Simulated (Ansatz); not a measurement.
Bulk crystal (Hf$_{2}$S) after relaxation:

```
Hf S
1.0
     3.34653    0.00000    0.00000
    -1.67327    2.89818    0.00000
     0.00000    0.00000   11.66424
Hf S
4 2
Direct
  0.66667 0.33333 0.89862
  0.33333 0.66667 0.39862
  0.66667 0.33333 0.60138
  0.33333 0.66667 0.10138
  0.00000 0.00000 0.75000
  0.00000 0.00000 0.25000
```

Miller indices refer to the conventional cell of P6_3/mmc (No. 194), a = 3.347 Å, b = 3.347 Å, c = 11.664 Å, α = 90.00°, β = 90.00°, γ = 120.00°.

The (001) slab of 9 planes, 15.1 Å thick with 15 Å of vacuum as cut; outer planes Hf (top) and Hf (bottom).

Theory: DFT PBEsol, scalar-relativistic, plane waves, PAW in Ansatz. Cutoff 420 eV; k points 12×12×1 on the computed 9-atom cell (Γ-centred); Gaussian smearing, width 0.10 eV; no spin polarisation. A dipole correction removes the field between periodic images along c.

With the atoms at the bulk's places:

```
Surface energy (mean of both faces) : 2.47 J/m²
Work function                       : 4.44 eV
```

**Question.** What changes when all atoms relax within this surface cell and its symmetry?

**Answer.** The energy falls by 0.018 J/m² a face, and the largest move is 0.05 Å.

| Quantity | Value |
| --- | --- |
| Surface energy (mean of both faces) | 2.45 J/m² |
| Work function | 4.47 eV |

```tsv
plane (bottom to top)	atoms	spacing to next, bulk (Å)	relaxed (Å)	change (%)
1	Hf	1.734	1.686	-2.7
2	S	1.734	1.719	-0.8
3	Hf	2.365	2.379	+0.6
4	Hf	1.734	1.731	-0.2
5	S	1.734	1.731	-0.2
6	Hf	2.365	2.379	+0.6
7	Hf	1.734	1.719	-0.8
8	S	1.734	1.686	-2.7
9	Hf
```

Spin-orbit coupling is left out, which matters for the bands of heavy elements.